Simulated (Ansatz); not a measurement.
Write a Python script for the Python package of Ansatz (0.2.0) that makes a comparison of enthalpies under pressure of two structures of I. Level of theory (first run): PBE, PAW, cutoff 510 eV, 6×6×6 k-points, Fermi-Dirac smearing of 0.02 eV.

`transition.py`
```python
'''Pressure at which two phases of I cross.'''

import ansatz as az
import numpy as np
import pandas as pd


def diamond(first, a):
    return (
        az.Lattice.fcc(a)
        .space_group(227, origin_choice=1)
        .atom(first, [0, 0, 0])
        .primitive()
    )


def bcc(A, a):
    return az.Crystal.bcc(A, a=a)


def run_phase(name, crystal, pressure=0.0):
    calc = (
        crystal.calculation()
        .scf(tolerance=1e-08)
        .functional(az.Functional.PBE)
        .basis(510)
        .kpoints(spacing=0.27)
        .occupations('fermi_dirac', width=0.02)
    )
    calc = calc.relax(force_tolerance=0.03, cell=True, pressure=pressure)
    return calc.run(threads=1, backend='cpu')


def volume_per_atom(outcome):
    return abs(np.linalg.det(outcome.lattice.cell_ang)) / len(outcome.lattice.sites)


def main() -> None:
    phases = {}
    phases['diamond'] = diamond('I', 6.99)
    phases['bcc'] = bcc('I', 4.03)

    # enthalpy per atom at each pressure
    pressures = [0, 5, 10, 20]
    enthalpy, volume = {name: [] for name in phases}, {name: [] for name in phases}
    for p in pressures:
        for name, crystal in phases.items():
            o = run_phase(name, crystal, pressure=p)
            volume[name].append(volume_per_atom(o))
            enthalpy[name].append(o.report['energy_sigma0_ev'] / len(o.lattice.sites) + p * volume[name][-1] / 160.21766)
    gap = np.array(enthalpy['bcc']) - np.array(enthalpy['diamond'])
    rows = [(p, va, vb, 1000 * d) for p, va, vb, d in zip(pressures, volume['diamond'], volume['bcc'], gap)]
    print(pd.DataFrame(rows, columns=['P (GPa)', 'V diamond (A^3/atom)', 'V bcc (A^3/atom)', 'H(bcc) - H(diamond) (meV/atom)']).round(4).to_string(index=False))
    crossings = [p0 - g0 * (p1 - p0) / (g1 - g0) for p0, p1, g0, g1 in zip(pressures, pressures[1:], gap, gap[1:]) if g0 * g1 < 0]
    print('crossing near', [round(float(p), 1) for p in crossings], 'GPa') if crossings else print('no crossing in this range')


if __name__ == '__main__':
    main()
```

Output of `python transition.py`:
```text
DeckWarning: relax.cell: scf.convergence.dr2_threshold = 1e-8 eV is looser than the 2e-10 eV advised for a relaxation that steers and ends on the stress (1e-10 eV for each atom of the cell: 2). What [...]
DeckWarning: relax.cell: scf.convergence.dr2_threshold = 1e-8 eV is looser than the 1e-10 eV advised for a relaxation that steers and ends on the stress (1e-10 eV for each atom of the cell: 1). What [...]
 P (GPa)  V diamond (A^3/atom)  V bcc (A^3/atom)  H(bcc) - H(diamond) (meV/atom)
       0               60.2395           36.1567                        -70.4333
       5               47.1904           31.2499                       -664.7817
      10               41.8299           28.6298                      -1114.9971
      20               35.8660           25.5261                      -1841.3168
no crossing in this range
```
(Warnings from the package without file and line, shortened.)

Total energies depend on the potentials; only differences at equal settings carry meaning. At a fixed pressure a relaxation lowers the enthalpy F + PV, while F alone can rise. For the metals among these phases the mesh is modest: differences between phases can be off by up to 40 meV an atom. Only these two structures are compared, at zero temperature and with their symmetry kept; either may be hypothetical, and another phase may be lower than both. Differences under about 40 meV an atom lie within the error of mesh and functional. The cells are prototypes set up for this calculation and needn't exist. Finished in 58 s on 1 thread of Arm Neoverse V1 (shared host), peak memory 0.53 GiB.
